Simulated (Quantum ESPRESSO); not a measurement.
# KCl (Sylvite) (Fm-3m) in Quantum ESPRESSO: notebook, part 2 of 3

Quantum ESPRESSO 7.5. The steps go on from the part before.

**3. Phonons, LDA, target pressure 3 GPa, at which the enthalpy is minimised**

Input file pw.in:

```
&CONTROL
  calculation = 'scf'
  prefix = 'pwscf'
  outdir = './tmp'
  pseudo_dir = './pseudo'
  tprnfor = .true.
  tstress = .true.
  disk_io = 'low'
/
&SYSTEM
  ibrav = 0
  nat = 2
  ntyp = 2
  ecutwfc = 72
  nbnd = 14
  occupations = 'smearing'
  smearing = 'fd'
  degauss = 0.00367493
/
&ELECTRONS
  conv_thr = 4d-10
  electron_maxstep = 120
  mixing_beta = 0.5
/
ATOMIC_SPECIES
K     39.0983 K.upf
Cl    35.4500 Cl.upf
CELL_PARAMETERS angstrom
   0.0000000000    3.1464700000    3.1464700000
   3.1464700000    0.0000000000    3.1464700000
   3.1464700000    3.1464700000    0.0000000000
ATOMIC_POSITIONS crystal
K      0.0000000000    0.0000000000    0.0000000000
Cl     0.5000000000    0.5000000000    0.5000000000
K_POINTS automatic
4 4 4 1 1 1
```

Input file relax.in:

```
&CONTROL
  calculation = 'vc-relax'
  prefix = 'pwscf'
  outdir = './tmp'
  pseudo_dir = './pseudo'
  tprnfor = .true.
  tstress = .true.
  disk_io = 'low'
  nstep = 40
  forc_conv_thr = 0.0001
  etot_conv_thr = 1d-06
/
&SYSTEM
  ibrav = 0
  nat = 2
  ntyp = 2
  ecutwfc = 72
  nbnd = 14
  occupations = 'smearing'
  smearing = 'fd'
  degauss = 0.00367493
/
&ELECTRONS
  conv_thr = 4d-10
  electron_maxstep = 120
  mixing_beta = 0.5
/
&IONS
  ion_dynamics = 'bfgs'
/
&CELL
  cell_dynamics = 'bfgs'
  press = 30
  press_conv_thr = 0.2
/
ATOMIC_SPECIES
K     39.0983 K.upf
Cl    35.4500 Cl.upf
CELL_PARAMETERS angstrom
   0.0000000000    3.1464700000    3.1464700000
   3.1464700000    0.0000000000    3.1464700000
   3.1464700000    3.1464700000    0.0000000000
ATOMIC_POSITIONS crystal
K      0.0000000000    0.0000000000    0.0000000000
Cl     0.5000000000    0.5000000000    0.5000000000
K_POINTS automatic
4 4 4 1 1 1
```

Input file scf2.in:

```
&CONTROL
  calculation = 'scf'
  prefix = 'pwscf'
  outdir = './tmp'
  pseudo_dir = './pseudo'
  tprnfor = .true.
  tstress = .true.
  disk_io = 'low'
/
&SYSTEM
  ibrav = 0
  nat = 2
  ntyp = 2
  ecutwfc = 72
  nbnd = 14
  occupations = 'fixed'
/
&ELECTRONS
  conv_thr = 1d-13
  electron_maxstep = 120
  mixing_beta = 0.5
  startingpot = 'file'
  startingwfc = 'file'
/
ATOMIC_SPECIES
K     39.0983 K.upf
Cl    35.4500 Cl.upf
CELL_PARAMETERS angstrom
   0.0000000000    2.9409126955    2.9409126955
   2.9409126955    0.0000000000    2.9409126955
   2.9409126955    2.9409126955    0.0000000000
ATOMIC_POSITIONS crystal
K      0.0000000000    0.0000000000    0.0000000000
Cl     0.5000000000    0.5000000000    0.5000000000
K_POINTS automatic
4 4 4 1 1 1
```

Input file ph.in:

```
phonons of KCl
&INPUTPH
  prefix = 'pwscf'
  outdir = './tmp'
  tr2_ph = 1d-18
  fildyn = 'dyn'
  niter_ph = 90
  alpha_mix(1) = 0.7
  epsil = .true.
/
0.0000000000 0.0000000000 0.0000000000
```

Input file dynmat.in:

```
&INPUT
  fildyn = 'dyn'
  asr = 'crystal'
  lperm = .true.
  filout = 'dynmat.disp'
  fileig = 'dynmat.eig'
/
```

Input file dynmat_lo.in:

```
&INPUT
  fildyn = 'dyn'
  asr = 'crystal'
  filout = 'dynmat_lo.disp'
  fileig = 'dynmat_lo.eig'
  q(1) = 0
  q(2) = 0
  q(3) = 1
/
```

Potentials or basis: PseudoDojo 0.4.1 SR LDA standard.

On the command line:

```sh
OMP_NUM_THREADS=1 pw.x -in pw.in > pw.out
OMP_NUM_THREADS=1 pw.x -in relax.in > relax.out
OMP_NUM_THREADS=1 pw.x -in scf2.in > scf2.out
OMP_NUM_THREADS=1 ph.x -in ph.in > ph.out
OMP_NUM_THREADS=1 dynmat.x -in dynmat.in > dynmat.out
OMP_NUM_THREADS=1 dynmat.x -in dynmat_lo.in > dynmat_lo.out
```

pw.out:

```text
This program is part of the open-source Quantum ESPRESSO suite
     for quantum simulation of materials; please cite
[... 9 lines left out ...]
     --------------------
     sticks:   dense  smooth     PW     G-vecs:    dense   smooth      PW
     Sum        1393    1393    421                34621    34621    5521

     Using Slab Decomposition

     bravais-lattice index     =            0
     lattice parameter (alat)  =       8.4089  a.u.
     unit-cell volume          =     420.4336 (a.u.)^3
     number of atoms/cell      =            2
     number of atomic types    =            2
     number of electrons       =        16.00
     number of Kohn-Sham states=           14
     kinetic-energy cutoff     =      72.0000  Ry
     charge density cutoff     =     288.0000  Ry
     scf convergence threshold =      4.0E-10
     mixing beta               =       0.5000
     number of iterations used =            8  plain     mixing
     Exchange-correlation= SLA  PW   NOGX NOGC
                           (   1   4   0   0   0   0   0)

     celldm(1)=   8.408867  celldm(2)=   0.000000  celldm(3)=   0.000000
     celldm(4)=   0.000000  celldm(5)=   0.000000  celldm(6)=   0.000000

[... 8 lines left out ...]
               b(3) = (  0.707107  0.707107 -0.707107 )

     PseudoPot. # 1 for K  read from file:
     K.upf
     Pseudo is Norm-conserving + core correction, Zval =  9.0
     Generated using ONCVPSP code by D. R. Hamann
     Using radial grid of 2170 points,  6 beta functions with:
                l(1) =   0
                l(2) =   0
                l(3) =   1
                l(4) =   1
                l(5) =   2
                l(6) =   2

     PseudoPot. # 2 for Cl read from file:
     Cl.upf
     Pseudo is Norm-conserving + core correction, Zval =  7.0
     Generated using ONCVPSP code by D. R. Hamann
     Using radial grid of 1016 points,  6 beta functions with:
                l(1) =   0
                l(2) =   0
                l(3) =   1
                l(4) =   1
                l(5) =   2
                l(6) =   2

     atomic species   valence    mass     pseudopotential
     K                 9.00    39.09830     K ( 1.00)
     Cl                7.00    35.45000     Cl( 1.00)

     48 Sym. Ops., with inversion, found

   Cartesian axes

     site n.     atom                  positions (alat units)
         1        K      tau(   1) = (   0.0000000   0.0000000   0.0000000  )
         2        Cl     tau(   2) = (   0.7071068   0.7071068   0.7071068  )

     number of k points=    10  Fermi-Dirac smearing, width (Ry)=  0.0037
                       cart. coord. in units 2pi/alat
        k(    1) = (   0.0883883   0.0883883   0.0883883), wk =   0.0625000
        k(    2) = (   0.2651650   0.2651650  -0.0883883), wk =   0.1875000
        k(    3) = (  -0.2651650  -0.2651650   0.4419417), wk =   0.1875000
        k(    4) = (  -0.0883883  -0.0883883   0.2651650), wk =   0.1875000
        k(    5) = (   0.4419417   0.0883883   0.0883883), wk =   0.1875000
        k(    6) = (  -0.0883883  -0.4419417   0.6187184), wk =   0.3750000
        k(    7) = (   0.0883883  -0.2651650   0.4419417), wk =   0.3750000
        k(    8) = (  -0.6187184   0.0883883   0.0883883), wk =   0.1875000
        k(    9) = (   0.2651650   0.2651650   0.2651650), wk =   0.0625000
        k(   10) = (  -0.2651650  -0.2651650   0.7954951), wk =   0.1875000

     Dense  grid:    34621 G-vectors     FFT dimensions: (  45,  45,  45)

     Initial potential from superposition of free atoms

     starting charge      15.9839, renormalised to      16.0000
     Starting wfcs are    9 randomized atomic wfcs +    5 random wfcs

     Self-consistent Calculation

     iteration #  1     ecut=    72.00 Ry     beta= 0.50
     Davidson diagonalization with overlap
     ethr =  1.00E-02,  avg # of iterations =  7.1

     Threshold (ethr) on eigenvalues was too large:
     Diagonalizing with lowered threshold

     Davidson diagonalization with overlap
     ethr =  3.99E-04,  avg # of iterations =  4.0

     total energy              =     -92.91584816 Ry
     estimated scf accuracy    <       0.06163693 Ry

     iteration #  2     ecut=    72.00 Ry     beta= 0.50
     Davidson diagonalization with overlap
     ethr =  3.85E-04,  avg # of iterations =  2.9

     total energy              =     -92.92971017 Ry
     estimated scf accuracy    <       0.00395198 Ry

     iteration #  3     ecut=    72.00 Ry     beta= 0.50
     Davidson diagonalization with overlap
     ethr =  2.47E-05,  avg # of iterations =  6.5

     total energy              =     -92.93006617 Ry
     estimated scf accuracy    <       0.00071390 Ry

     iteration #  4     ecut=    72.00 Ry     beta= 0.50
     Davidson diagonalization with overlap
     ethr =  4.46E-06,  avg # of iterations =  4.3

     total energy              =     -92.93009712 Ry
     estimated scf accuracy    <       0.00000580 Ry

     iteration #  5     ecut=    72.00 Ry     beta= 0.50
     Davidson diagonalization with overlap
     ethr =  3.63E-08,  avg # of iterations =  3.2

     total energy              =     -92.93009957 Ry
     estimated scf accuracy    <       0.00000039 Ry

     iteration #  6     ecut=    72.00 Ry     beta= 0.50
     Davidson diagonalization with overlap
     ethr =  2.45E-09,  avg # of iterations =  2.5

     total energy              =     -92.93009963 Ry
     estimated scf accuracy    <       0.00000008 Ry

     iteration #  7     ecut=    72.00 Ry     beta= 0.50
     Davidson diagonalization with overlap
     ethr =  4.97E-10,  avg # of iterations =  2.0

     End of self-consistent calculation

          k = 0.0884 0.0884 0.0884 (  4357 PWs)   bands (ev):

   -26.2393 -11.4418  -9.8984  -9.8984  -9.8578   0.4299   0.5845   0.5845
     5.7719   8.5809   8.9125   8.9125   9.8419   9.8419

          k = 0.2652 0.2652-0.0884 (  4335 PWs)   bands (ev):

   -26.2327 -11.5269  -9.9290  -9.8996  -9.7375  -0.1522   0.3738   0.4141
     7.1806   8.3433   9.6433  10.2253  10.4303  11.0778

          k =-0.2652-0.2652 0.4419 (  4344 PWs)   bands (ev):

   -26.2288 -11.5634  -9.9244  -9.9147  -9.6953  -0.3933   0.2596   0.3091
     7.8880   8.7370  10.6293  11.0064  11.1337  11.5685

          k =-0.0884-0.0884 0.2652 (  4350 PWs)   bands (ev):

   -26.2355 -11.4828  -9.9135  -9.9096  -9.7950   0.0597   0.4859   0.5130
     6.5533   8.0530   9.5789   9.6748  10.0744  10.5608

          k = 0.4419 0.0884 0.0884 (  4334 PWs)   bands (ev):

   -26.2301 -11.4522  -9.9398  -9.9350  -9.8351  -0.1346   0.3853   0.4323
     7.3963   7.6310  10.4398  10.7913  10.9199  10.9535

          k =-0.0884-0.4419 0.6187 (  4333 PWs)   bands (ev):

   -26.2263 -11.4239 -10.0016  -9.9669  -9.8140  -0.0434   0.1557   0.2813
     7.8012   8.8157   9.7693  10.4933  11.5308  11.7695

          k = 0.0884-0.2652 0.4419 (  4340 PWs)   bands (ev):

   -26.2289 -11.5053  -9.9546  -9.9227  -9.7541  -0.2284   0.2755   0.3265
     7.8826   8.2338  10.3462  10.6192  11.0055  11.4635

          k =-0.6187 0.0884 0.0884 (  4325 PWs)   bands (ev):

   -26.2264 -11.3570 -10.0202  -9.9504  -9.9165  -0.0598   0.3093   0.3875
     7.0642   8.6308  10.1388  10.7616  11.0130  11.8737

          k = 0.2652 0.2652 0.2652 (  4326 PWs)   bands (ev):

   -26.2310 -11.5752  -9.9057  -9.9057  -9.6854  -0.3559   0.3404   0.3404
     7.5135   8.6651  10.2945  10.2945  11.1846  11.1846

          k =-0.2652-0.2652 0.7955 (  4343 PWs)   bands (ev):

   -26.2273 -11.4949  -9.9825  -9.9213  -9.7563  -0.2138   0.1768   0.2974
     8.0636   8.7762  10.1197  10.6153  10.8853  12.0437

     the Fermi energy is     2.7229 ev

!    total energy              =     -92.93009965 Ry
     estimated scf accuracy    <          3.2E-10 Ry
     smearing contrib. (-TS)   =       0.00000000 Ry
     internal energy E=F+TS    =     -92.93009965 Ry

     The total energy is F=E-TS. E is the sum of the following terms:
     one-electron contribution =     -29.58300882 Ry
     hartree contribution      =      19.72538334 Ry
     xc contribution           =     -21.40559412 Ry
     ewald contribution        =     -61.66688004 Ry

     convergence has been achieved in   7 iterations

     Forces acting on atoms (cartesian axes, Ry/au):

     atom    1 type  1   force =    -0.00000000    0.00000000   -0.00000000
     atom    2 type  2   force =     0.00000000    0.00000000   -0.00000000

     Total force =     0.000000     Total SCF correction =     0.000000

     Computing stress (Cartesian axis) and pressure

          total   stress  (Ry/bohr**3)                   (kbar)     P=      -19.75
  -0.00013425   0.00000000  -0.00000000          -19.75        0.00       -0.00
   0.00000000  -0.00013425  -0.00000000            0.00      -19.75       -0.00
  -0.00000000  -0.00000000  -0.00013425           -0.00       -0.00      -19.75

=------------------------------------------------------------------------------=
   JOB DONE.
=------------------------------------------------------------------------------=
```

Run time: 4.2 min. Hardware: 1 thread of Arm Neoverse V1, shared host; peak memory 0.08 GiB.

Results:

```yaml
Free_energy: -1264.3771 eV
Relaxed_volume: 25.44 Å³/atom
Relaxed_cell: a = 4.159 Å, b = 4.159 Å, c = 4.159 Å, α = 60.00°, β = 60.00°, γ = 60.00°
Space_group_after_relaxing_to_0.05_Å: Fm-3m (No. 225)
Pressure_after_relaxing: 3.0 GPa
Electronic_dielectric_tensor_diagonal: 2.63
Born_charges_mean_of_the_diagonal: K +1.10; Cl -1.10 e
Highest_phonon_frequency_at_Γ_LO-TO_splitting_left_out: 199 cm⁻¹
Static_dielectric_tensor_diagonal: 4.21
```

Step by step:
```
step  energy change (eV)  largest force (eV/Å)  pressure (GPa)  volume (Å³)
   1              0.0000                0.0000           -1.97        62.30
   2             -0.0175                0.0000           -1.60        60.73
   3             -0.0358                0.0000           -0.91        58.43
   4             -0.0416                0.0000            0.44        55.09
   5              0.0121                0.0000            3.42        50.32
   6             -0.0003                0.0000            2.94        50.95
   7              0.0011                0.0000            3.00        50.87
   8              0.0011                0.0000            3.00        50.87
```

Final structure:
```
K Cl
1.0
     0.00000    2.94091    2.94091
     2.94091    0.00000    2.94091
     2.94091    2.94091    0.00000
K Cl
1 1
Direct
  0.00000 0.00000 0.00000
  0.50000 0.50000 0.50000
```

Phonon frequencies in cm⁻¹ (negative: imaginary):
```
              q point           frequencies
(0.000, 0.000, 0.000)  -1 -1 -1 199 199 199
```

Electronic dielectric tensor:
```
2.63 0.00 0.00
0.00 2.63 0.00
0.00 0.00 2.63
```

Born effective charge tensors (e):
atom 1, K
```
1.10 0.00 0.00
0.00 1.10 0.00
0.00 0.00 1.10
```
atom 2, Cl
```
-1.10  0.00  0.00
 0.00 -1.10  0.00
 0.00  0.00 -1.10
```

Optical modes at Γ, degenerate ones joined, polar ones without the macroscopic field:
```
cm⁻¹  components  symmetry  active in  IR intensity, summed ((D/Å)²/amu)
 199           3       T1u         IR                               4.48
```

Zone-centre frequencies without and with the macroscopic field along z (cm⁻¹):
```
                optical modes in rising order
       without                    199 199 199
with the field                    199 199 252
```

Static dielectric tensor, electrons and zone-centre modes:
```
4.21 0.00 0.00
0.00 4.21 0.00
0.00 0.00 4.21
```

Caveat: the volume moved by over 15 % at a fixed basis, so the end points are rough.

(Continued in part 3 of 3.)
